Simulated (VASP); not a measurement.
# C (Fd-3m) in VASP: a series of runs

Runs on C. Level: LDA. Tasks: single point.

Everything below comes from runs of VASP 6.6.1. Logs are shortened: lines on timing, memory, paths and dates and some standing lists are left out, and cuts for length are marked.

### 1 The undisturbed crystal

Symmetry: Fd-3m, No. 227, cubic system. The conventional cell has a = 3.567 Å, b = 3.567 Å, c = 3.567 Å, α = 90.00°, β = 90.00°, γ = 90.00°. C (site symmetry -43m) has 4 C at 1.54 Å as nearest neighbours.

This isn't the form of C at room conditions, which is graphite.

### 2 Single point, LDA (grid = ENCUT=280 dk=0.45 cell=3x3x2 ISMEAR=0 SIGMA=0.05 LREAL=Auto EDIFF=1e-06)

Contents of INCAR:

```
SYSTEM = SiC35
ALGO     = Fast           ! electronic algorithm
EDIFF    = 1E-6           ! SCF threshold, eV
ENCUT    = 280            ! plane-wave cutoff, eV
ISIF     = 2              ! what is computed and relaxed
ISMEAR   = 0              ! smearing method
KPAR     = 2            
LASPH    = .TRUE.         ! aspherical terms in the spheres
LCHARG   = .FALSE.        ! write CHGCAR
LREAL    = Auto         
LWAVE    = .FALSE.        ! write WAVECAR
NBANDS   = 84             ! bands
NCORE    = 1            
NELM     = 120            ! most SCF steps
PREC     = Accurate       ! precision mode
SIGMA    = 0.05           ! smearing width, eV
```

Contents of KPOINTS:

```
k-points
0
G
  3 3 4
  0 0 0
```

Contents of POSCAR:

```
SiC35
1.0
    0.0000000000      5.3501100000      5.3501100000
    5.3501100000      0.0000000000      5.3501100000
    3.5667400000      3.5667400000      0.0000000000
Si C
1 35
Direct
    0.2500000000      0.2500000000      0.3750000000
    0.2500000000      0.2500000000      0.8750000000
    0.2500000000      0.5833333333      0.3750000000
    0.2500000000      0.5833333333      0.8750000000
    0.2500000000      0.9166666667      0.3750000000
    0.2500000000      0.9166666667      0.8750000000
    0.5833333333      0.2500000000      0.3750000000
    0.5833333333      0.2500000000      0.8750000000
    0.5833333333      0.5833333333      0.3750000000
    0.5833333333      0.5833333333      0.8750000000
    0.5833333333      0.9166666667      0.3750000000
    0.5833333333      0.9166666667      0.8750000000
    0.9166666667      0.2500000000      0.3750000000
    0.9166666667      0.2500000000      0.8750000000
    0.9166666667      0.5833333333      0.3750000000
    0.9166666667      0.5833333333      0.8750000000
    0.9166666667      0.9166666667      0.3750000000
    0.9166666667      0.9166666667      0.8750000000
    0.1666666667      0.1666666667      0.2500000000
    0.1666666667      0.1666666667      0.7500000000
    0.1666666667      0.5000000000      0.2500000000
    0.1666666667      0.5000000000      0.7500000000
    0.1666666667      0.8333333333      0.2500000000
    0.1666666667      0.8333333333      0.7500000000
    0.5000000000      0.1666666667      0.2500000000
    0.5000000000      0.1666666667      0.7500000000
    0.5000000000      0.5000000000      0.2500000000
    0.5000000000      0.5000000000      0.7500000000
    0.5000000000      0.8333333333      0.2500000000
    0.5000000000      0.8333333333      0.7500000000
    0.8333333333      0.1666666667      0.2500000000
    0.8333333333      0.1666666667      0.7500000000
    0.8333333333      0.5000000000      0.2500000000
    0.8333333333      0.5000000000      0.7500000000
    0.8333333333      0.8333333333      0.2500000000
    0.8333333333      0.8333333333      0.7500000000
```

Potentials or basis: VASP PAW LDA potentials, release 64 (Si, C).

The run is started by

```bash
$ cat potpaw_LDA.64/Si/POTCAR potpaw_LDA.64/C/POTCAR > POTCAR
$ mpirun -np 4 vasp_std > vasp.out
```

OUTCAR:

```text
SYSTEM = SiC35
   EDIFF = 1E-6
   ENCUT = 280
   ISIF = 2
   ISMEAR = 0
   LASPH = .TRUE.
   LREAL = Auto
   NELM = 120
   PREC = Accurate

 Found     14 irreducible k-points:

 Following reciprocal coordinates:
            Coordinates               Weight
  0.000000  0.000000  0.000000      1.000000
  0.333333  0.000000  0.000000      4.000000
  0.333333  0.333333  0.000000      2.000000
 -0.333333  0.333333  0.000000      2.000000
  0.000000  0.000000  0.250000      2.000000
  0.333333  0.000000  0.250000      4.000000
   k-points           NKPTS =     14   k-points in BZ     NKDIM =     14   number of bands    NBANDS=     84
   number of dos      NEDOS =    301   number of ions     NIONS =     36
   total plane-waves  NPLWV =  49392
   dimension x,y,z NGX =    42 NGY =   42 NGZ =   28
   dimension x,y,z NGXF=    84 NGYF=   84 NGZF=   56
   ions per type =               1  35
   NGX,Y,Z   is equivalent  to a cutoff of   9.23,  9.23,  9.23 a.u.
   NGXF,Y,Z  is equivalent  to a cutoff of  18.46, 18.46, 18.46 a.u.
 SYSTEM =  SiC35
   PREC   = accura    normal or accurate (medium, high low for compatibility)
   ISTART =      0    job   : 0-new  1-cont  2-samecut
   ICHARG =      2    charge: 1-file 2-atom 10-const
   ISPIN  =      1    spin polarized calculation?
   LNONCOLLINEAR =      F non collinear calculations
   LSORBIT =      F    spin-orbit coupling
   LASPH  =      T    aspherical Exc in radial PAW
   ENCUT  =  280.0 eV  20.58 Ry    4.54 a.u.  10.32 10.32  6.88*2*pi/ulx,y,z
   NELM   =    120;   NELMIN=  2; NELMDL= -5     # of ELM steps
   EDIFF  = 0.1E-05   stopping-criterion for ELM
   LREAL  =      T    real-space projection
   EDIFFG = 0.1E-04   stopping-criterion for IOM
   NSW    =      0    number of steps for IOM
   IBRION =     -1    ionic relax: 0-MD 1-quasi-New 2-CG
   NFREE  =      0    steps in history (QN), initial steepest desc. (CG)
   ISIF   =      2    stress and relaxation
   ISYM   =      2    0-nonsym 1-usesym 2-fastsym
   POTIM  = 0.5000    time-step for ionic-motion
   TEBEG  =    0.0;   TEEND  =   0.0 temperature during run
   PSTRESS=    0.0 pullay stress
   NELECT =     144.0000    total number of electrons
   NUPDOWN=      -1.0000    fix difference up-down
   EMIN   =  10.00;   EMAX   =-10.00  energy-range for DOS
   EFERMI =   0.00;   METHOD = LEGACY
   ISMEAR =     0;   SIGMA  =   0.05  broadening in eV -4-tet -1-fermi 0-gaus
   EFERMI_NEDOS =   21; number of points for ismear=-14 and -15
   IALGO  =     68    algorithm
   IMIX   =      4    mixing-type and parameters
     AMIX     =   0.40;   BMIX     =  1.00
     AMIX_MAG =   1.60;   BMIX_MAG =  1.00
  volume/ion in A,a.u.               =       5.67        38.28
  Fermi-wavevector in a.u.,A,eV,Ry     =   1.457203  2.753714 28.891161  2.123440
  Thomas-Fermi vector in A             =   2.574032
   LORBIT       =      0    0 simple, 1 ext, 2 COOP (PROOUT), +10 PAW based schemes
   GGA     = CA    functional components
   LHFCALC =     F    Hartree Fock is set to
   AEXX    =    0.0000 exact exchange contribution
   IVDW    =     0    specifies the selected vdW correction
   LEPSILON=     F    determine dielectric tensor
   LRPA    =     F    only Hartree local field effects (RPA)
 non-spin polarized calculation
 RMM-DIIS sequential band-by-band and
 Gauss-broadening in eV      SIGMA  =   0.05
  energy-cutoff  :      280.00
  volume of cell :      204.19
 maximum number of plane-waves:      2188
 NGX is ok and might be reduce to    42
   NGX = 21   NGY = 21   NGZ = 13

 number of electron     143.9999996 magnetization

 Free energy of the ion-electron system (eV)
  ---------------------------------------------------
  ext. energy  EPLUGINS =         0.00000000
  ---------------------------------------------------
  free energy    TOTEN  =      -355.26868632 eV

  energy without entropy =     -355.26868632  energy(sigma->0) =     -355.26868632

 E-fermi :  10.5880     XC(G=0): -13.5540

 val. band max:       10.3080520880   @ k =   0.0000   0.0000   0.0000
 cond. band min:      14.1129525799   @ k =   0.0000   0.0000   0.0000
 fundamental gap:      3.8049004919
 Fermi energy:        10.5879549567

 k-point     1 :       0.0000    0.0000    0.0000
  band No.  band energies     occupation
      1     -11.2244      2.00000
      2      -8.2798      2.00000
      3      -8.2349      2.00000
      4      -8.2078      2.00000
      5      -8.0787      2.00000
      6      -7.2423      2.00000
[... 76 lines left out ...]
     83      16.4900      0.00000
     84      17.2982      0.00000

 k-point     2 :       0.3333    0.0000    0.0000
  band No.  band energies     occupation
      1     -10.8841      2.00000
      2      -9.8633      2.00000
      3      -8.5335      2.00000
      4      -8.1873      2.00000
      5      -7.2306      2.00000
      6      -6.5093      2.00000
[... 76 lines left out ...]
     83      16.8919      0.00000
     84      17.1674      0.00000

 k-point     3 :       0.3333    0.3333    0.0000
  band No.  band energies     occupation
      1     -10.7705      2.00000
      2      -9.4194      2.00000
      3      -9.1246      2.00000
      4      -9.0305      2.00000
      5      -6.7353      2.00000
      6      -6.5551      2.00000
[... 76 lines left out ...]
     83      16.8445      0.00000
     84      17.5632      0.00000

 k-point     4 :      -0.3333    0.3333    0.0000
  band No.  band energies     occupation
      1     -10.3200      2.00000
      2      -9.9911      2.00000
      3      -9.9547      2.00000
      4      -7.6549      2.00000
      5      -6.4150      2.00000
      6      -6.3904      2.00000
[... 76 lines left out ...]
     83      16.5079      0.00000
     84      16.9008      0.00000

 k-point     5 :       0.0000    0.0000    0.2500
  band No.  band energies     occupation
      1     -10.7931      2.00000
      2      -8.5657      2.00000
      3      -8.4926      2.00000
      4      -8.2731      2.00000
      5      -7.8961      2.00000
      6      -7.4381      2.00000
[... 76 lines left out ...]
     83      16.8899      0.00000
     84      16.9451      0.00000

 k-point     6 :       0.3333    0.0000    0.2500
  band No.  band energies     occupation
      1     -10.7083      2.00000
      2      -9.1078      2.00000
      3      -8.9390      2.00000
      4      -8.1495      2.00000
      5      -7.5702      2.00000
      6      -6.8869      2.00000
[... 76 lines left out ...]
     83      17.5459      0.00000
     84      17.8327      0.00000

 [... further k-points ...]

------------------------ aborting loop because EDIFF is reached ----------------------------------------

  FORCE on cell =-STRESS in cart. coord.  units (eV):
  Direction    XX          YY          ZZ          XY          YZ          ZX
  --------------------------------------------------------------------------------------
  -------------------------------------------------------------------------------------
  Total      -20.3005168    -20.3005168    -20.5691884      0.1920133     -0.1371687     -0.1371687
  in kB     -159.2908415   -159.2908415   -161.3990108      1.5066594     -1.0763130     -1.0763136
  external PRESSURE =    -159.9935646 kB  Pullay stress =       0.0000000 kB

 VOLUME and BASIS-vectors are now :
 -----------------------------------------------------------------------------
  energy-cutoff  :      280.00
  volume of cell :      204.19
      direct lattice vectors                 reciprocal lattice vectors
     0.000000000  5.350110000  5.350110000    -0.093456022  0.093456022  0.093456022
     5.350110000  0.000000000  5.350110000     0.093456022 -0.093456022  0.093456022
     3.566740000  3.566740000  0.000000000     0.140184034  0.140184034 -0.140184034

 POSITION                                       TOTAL-FORCE (eV/Angst)
 -----------------------------------------------------------------------------------
      2.67505      2.67505      2.67505        -0.009771     -0.009771     -0.075569
      4.45843      4.45843      2.67505         0.004578      0.004578     -0.306365
      4.45842      2.67505      4.45842         0.328497     -0.164328      0.311299
      6.24179      4.45843      4.45842         0.155817     -0.330097      0.323730
      6.24180      2.67505      6.24180        -0.300483     -0.202985     -0.292349
      8.02517      4.45843      6.24180         0.151464      0.341465     -0.344256
[... 28 lines left out ...]
      5.35011      5.35011      8.91685         0.008314      0.008314     -0.132957
      7.13348      7.13348      8.91685        -0.002329     -0.002329      0.026272
 -----------------------------------------------------------------------------------
    total drift:                               -0.000044     -0.000044     -0.000079

  FREE ENERGIE OF THE ION-ELECTRON SYSTEM (eV)
  ---------------------------------------------------
  free  energy   TOTEN  =      -355.2686863226 eV

  energy  without entropy=     -355.2686863226  energy(sigma->0) =     -355.26868632
```

Run time: 73 s. Hardware: 4 MPI ranks of Intel Xeon Platinum 8488C (Sapphire Rapids), shared host; peak memory 0.17 GiB.

The run converged, but a check on its numbers failed (symmetry, net force, bounds or a known fault of this set-up), so they aren't taken as properties of the crystal.

Caveat: the cutoff lies under the usual one of these potentials, so the numbers hold a large basis-set error.

### 3 Single point, LDA (grid = ENCUT=400 dk=0.45 cell=3x3x2 ISMEAR=0 SIGMA=0.05 LREAL=Auto EDIFF=1e-06)

Changes to INCAR since step 2:

```diff
@@ -3,3 +3,3 @@
 EDIFF    = 1E-6           ! SCF threshold, eV
-ENCUT    = 280            ! plane-wave cutoff, eV
+ENCUT    = 400            ! plane-wave cutoff, eV
 ISIF     = 2              ! what is computed and relaxed
```

KPOINTS is that of step 2.

POSCAR is that of step 2.

Potentials or basis: VASP PAW LDA potentials, release 64 (Si, C).

The run is started by

```bash
$ cat potpaw_LDA.64/Si/POTCAR potpaw_LDA.64/C/POTCAR > POTCAR
$ mpirun -np 4 vasp_std > vasp.out
```

OUTCAR:

```text
SYSTEM = SiC35
   EDIFF = 1E-6
   ENCUT = 400
   ISIF = 2
   ISMEAR = 0
   LASPH = .TRUE.
   LREAL = Auto
   NELM = 120
   PREC = Accurate

 Found     14 irreducible k-points:

 Following reciprocal coordinates:
            Coordinates               Weight
  0.000000  0.000000  0.000000      1.000000
  0.333333  0.000000  0.000000      4.000000
  0.333333  0.333333  0.000000      2.000000
 -0.333333  0.333333  0.000000      2.000000
  0.000000  0.000000  0.250000      2.000000
  0.333333  0.000000  0.250000      4.000000
   k-points           NKPTS =     14   k-points in BZ     NKDIM =     14   number of bands    NBANDS=     84
   number of dos      NEDOS =    301   number of ions     NIONS =     36
   total plane-waves  NPLWV =  90000
   dimension x,y,z NGX =    50 NGY =   50 NGZ =   36
   dimension x,y,z NGXF=   100 NGYF=  100 NGZF=   72
   ions per type =               1  35
   NGX,Y,Z   is equivalent  to a cutoff of  10.99, 10.99, 11.86 a.u.
   NGXF,Y,Z  is equivalent  to a cutoff of  21.97, 21.97, 23.73 a.u.
 SYSTEM =  SiC35
   PREC   = accura    normal or accurate (medium, high low for compatibility)
   ISTART =      0    job   : 0-new  1-cont  2-samecut
   ICHARG =      2    charge: 1-file 2-atom 10-const
[... 66 lines left out ...]
      1     -11.1902      2.00000
      2      -8.2451      2.00000
      3      -8.2003      2.00000
      4      -8.1730      2.00000
      5      -8.0470      2.00000
      6      -7.2034      2.00000
[... 511 lines left out ...]
     83      17.4863      0.00000
     84      17.5788      0.00000

 [... further k-points ...]

------------------------ aborting loop because EDIFF is reached ----------------------------------------

  FORCE on cell =-STRESS in cart. coord.  units (eV):
  Direction    XX          YY          ZZ          XY          YZ          ZX
  --------------------------------------------------------------------------------------
  -------------------------------------------------------------------------------------
  Total       13.1678147     13.1678147     13.0671211      0.0433526     -0.0025463     -0.0025464
  in kB      103.3230976    103.3230976    102.5329913      0.3401726     -0.0199801     -0.0199805
  external PRESSURE =     103.0597288 kB  Pullay stress =       0.0000000 kB

 VOLUME and BASIS-vectors are now :
 -----------------------------------------------------------------------------
  energy-cutoff  :      400.00
  volume of cell :      204.19
      direct lattice vectors                 reciprocal lattice vectors
     0.000000000  5.350110000  5.350110000    -0.093456022  0.093456022  0.093456022
     5.350110000  0.000000000  5.350110000     0.093456022 -0.093456022  0.093456022
     3.566740000  3.566740000  0.000000000     0.140184034  0.140184034 -0.140184034

 POSITION                                       TOTAL-FORCE (eV/Angst)
 -----------------------------------------------------------------------------------
      2.67505      2.67505      2.67505        -0.009012     -0.009012     -0.073229
      4.45843      4.45843      2.67505         0.007666      0.007666     -0.265424
      4.45842      2.67505      4.45842         0.345616     -0.138953      0.323530
      6.24179      4.45843      4.45842         0.137565     -0.340732      0.332924
      6.24180      2.67505      6.24180        -0.312548     -0.173850     -0.310923
      8.02517      4.45843      6.24180         0.132264      0.356076     -0.357387
[... 28 lines left out ...]
      5.35011      5.35011      8.91685         0.004414      0.004414     -0.130569
      7.13348      7.13348      8.91685        -0.004854     -0.004854      0.026480
 -----------------------------------------------------------------------------------
    total drift:                               -0.002497     -0.002497      0.000727

  FREE ENERGIE OF THE ION-ELECTRON SYSTEM (eV)
  ---------------------------------------------------
  free  energy   TOTEN  =      -352.2022260403 eV

  energy  without entropy=     -352.2022260403  energy(sigma->0) =     -352.20222604
```

OSZICAR:

```text
N       E                     dE             d eps       ncg     rms          rms(c)
DAV:   1     0.409620609327E+03    0.40962E+03   -0.66408E+04  2352   0.136E+03
DAV:   2    -0.336838765705E+03   -0.74646E+03   -0.72007E+03  2944   0.283E+02
DAV:   3    -0.369193340209E+03   -0.32355E+02   -0.32125E+02  2688   0.625E+01
DAV:   4    -0.369997104007E+03   -0.80376E+00   -0.80090E+00  2800   0.994E+00
DAV:   5    -0.370019634468E+03   -0.22530E-01   -0.22504E-01  2704   0.154E+00    0.290E+01
RMM:   6    -0.356172293741E+03    0.13847E+02   -0.13689E+01  2441   0.114E+01    0.168E+01
RMM:   7    -0.352278176695E+03    0.38941E+01   -0.16626E+01  2618   0.129E+01    0.448E+00
RMM:   8    -0.352204285694E+03    0.73891E-01   -0.14871E+00  2585   0.446E+00    0.953E-01
RMM:   9    -0.352206439474E+03   -0.21538E-02   -0.40850E-01  2754   0.192E+00    0.622E-01
RMM:  10    -0.352201845456E+03    0.45940E-02   -0.58518E-02  2679   0.841E-01    0.233E-01
RMM:  11    -0.352202006175E+03   -0.16072E-03   -0.16882E-02  2661   0.394E-01    0.118E-01
RMM:  12    -0.352202217176E+03   -0.21100E-03   -0.24376E-03  2718   0.164E-01    0.520E-02
RMM:  13    -0.352202211706E+03    0.54694E-05   -0.10716E-03  2741   0.925E-02    0.186E-02
RMM:  14    -0.352202222833E+03   -0.11127E-04   -0.18226E-04  2783   0.422E-02    0.131E-02
RMM:  15    -0.352202225392E+03   -0.25590E-05   -0.49654E-05  2779   0.214E-02    0.386E-03
RMM:  16    -0.352202226040E+03   -0.64804E-06   -0.96633E-06  2488   0.102E-02
   1 F= -.35220223E+03 E0= -.35220223E+03  d E =-.477756E-16
```

It took 2.4 min on 4 MPI ranks of Intel Xeon Platinum 8488C (Sapphire Rapids), shared host; peak memory 0.22 GiB.

The run converged, but some of its settings lie outside the range that counts as converged, so its numbers aren't taken as properties of the crystal.

Results:

```yaml
Free_energy: -352.2022 eV
Largest_force: 12.602 eV/Å
Band_gap_on_the_k_mesh: 3.82 eV, direct
```

Caveat: the cutoff is under 1.25 times the usual one of these potentials, so pressure, stress and relaxed cells hold a basis-set (Pulay) error.

### 4 Single point, LDA (grid = ENCUT=400 dk=0.45 cell=3x3x2 ISMEAR=0 SIGMA=0.2 LREAL=Auto EDIFF=1e-06)

Changes to INCAR since step 3:

```diff
@@ -15,2 +15,2 @@
 PREC     = Accurate       ! precision mode
-SIGMA    = 0.05           ! smearing width, eV
+SIGMA    = 0.2            ! smearing width, eV
```

KPOINTS is that of step 3.

POSCAR is that of step 3.

The run is started by

```bash
$ cat potpaw_LDA.64/Si/POTCAR potpaw_LDA.64/C/POTCAR > POTCAR
$ mpirun -np 4 vasp_std > vasp.out
```

Wall time 2.5 min (4 MPI ranks of Intel Xeon Platinum 8488C (Sapphire Rapids), shared host); peak memory 0.22 GiB.

These settings aren't checked as converged: the numbers below hold their error.

Results:

- Free energy: -352.2022 eV
- Largest force: 12.602 eV/Å
- Band gap on the k mesh: 3.82 eV, direct

Caveat: the cutoff is under 1.25 times the usual one of these potentials, so pressure, stress and relaxed cells hold a basis-set (Pulay) error.

(Continued in part 2 of 2.)
